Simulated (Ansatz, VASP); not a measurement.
## One calculation of KCl, two programs

```
K Cl
1.0
     3.83920    0.00000    0.00000
     0.00000    3.83920    0.00000
     0.00000    0.00000    3.83920
K Cl
1 1
Direct
  0.00000 0.00000 0.00000
  0.50000 0.50000 0.50000
```

Measurements of this composition are mostly on another form, of space group No. 225.

Alike in both runs: task single point; functional PBE-based screened hybrid; k mesh 4 × 4 × 4; occupations fermi-dirac, width 0.05 eV; no spin polarisation.

```csv
,VASP,Ansatz
version,VASP 6.6.1,Ansatz 0.2.0
potentials or method,"VASP PAW PBE potentials, release 64 (K_sv, Cl)",Ansatz PAW
plane-wave cutoff (eV),520,420
valence electrons in the cell,16,16
```

Ansatz gave:

```
gap on the k mesh at the Fermi level (eV) : 6.41
least direct gap on the mesh (eV)         : 6.64
pressure (GPa)                            : -0.5
```

Estimate VASP's values.

gap on the k mesh at the Fermi level (eV): 6.41; least direct gap on the mesh (eV): 6.63; pressure (GPa): -0.5.

Caveats: the PAW data sets were made with another functional, which shifts forces and pressure a little (VASP); the PAW data sets come from PBE, with cores solved anew for the run's functional, which leaves a small shift of forces and pressure (Ansatz); the thresholds are loose for stress (Ansatz). A k mesh can miss the band edges.
